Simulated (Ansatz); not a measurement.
Sn: equation of state with PBEsol

The system is Sn.

```
Sn
1.0
     0.00000    3.23334    3.23334
     3.23334    0.00000    3.23334
     3.23334    3.23334    0.00000
Sn
2
Direct
  0.75000 0.75000 0.75000
  0.50000 0.50000 0.50000
```

This isn't the form of Sn at room conditions, which is tetragonal (white tin).

```
Program             : Ansatz 0.2.0
Task                : equation of state
Functional          : PBEsol
Potentials or basis : all-electron LAPW, scalar-relativistic
Basis error allowed : 0.0005 eV/atom
k mesh              : 7 × 7 × 7
Occupations         : fermi-dirac, width 0.05 eV
Spin                : no spin polarisation
```

| Item | Value |
| --- | --- |
| Equilibrium volume | 34.99 Å³/atom |
| Bulk modulus | 41 GPa |
| Pressure derivative of the bulk modulus | 5.0 |

Energy against volume, from the lowest point:
```tsv
volume (Å³/atom)	energy (meV/atom)
31.775	45.90
32.451	27.39
33.127	14.07
33.803	5.39
34.479	0.86
35.155	0.00
35.831	2.40
```

All runs of the series together: 56 s on 1 thread of Intel(R) Xeon(R) Platinum 8375C CPU @ 2.90GHz (Ice Lake), on a shared host.

Zero-point motion and thermal expansion aren't in these numbers.
